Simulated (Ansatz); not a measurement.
Rb, DFT, r2SCAN, PAW with Ansatz's default frozen-core files, scalar-relativistic (Ansatz 0.2.0), run on 1 thread of Arm Neoverse V2 on a shared host.

The structure is an experimental refinement, used without relaxation.

Command: `ansatz run input.yaml --threads 1 --pin off --max-ram 2048MiB --backend cpu --events-out ev --progress --plain --runs-dir out`

```yaml
crystal:
  lattice:
    - [-2.806, 2.806, 2.806]
    - [2.806, -2.806, 2.806]
    - [2.806, 2.806, -2.806]
  atoms:
    - { symbol: Rb, position: [0.0, 0.0, 0.0] }
kpoints:
  mp_grid: { grid: [8, 8, 8] }
  band_path:
    path:
      - [0.0, 0.0, 0.0]
      - [0.5, -0.5, 0.5]
      - [0.0, 0.0, 0.5]
      - [0.0, 0.0, 0.0]
      - [0.25, 0.25, 0.25]
      - [0.5, -0.5, 0.5]
      - [0.25, 0.25, 0.25]
      - [0.0, 0.0, 0.5]
    npoints: 5
scf:
  occupations: { method: fermi_dirac, width: 0.05 }
hamiltonian:
  xc: r2scan
  pseudopotentials: { kind: paw }
output:
  forces: true
  stress: true
  eigenvalues: true
  efg: { contact_densities: true }
```

Q: How large is the problem that the program sets up?

A: 29 irreducible k-points, 2243 plane waves at Γ, 9 bands.

Q: About how long does it take?

A: 6 s of wall time for 6 SCF iterations. Times on shared machines scatter by tens of per cent.
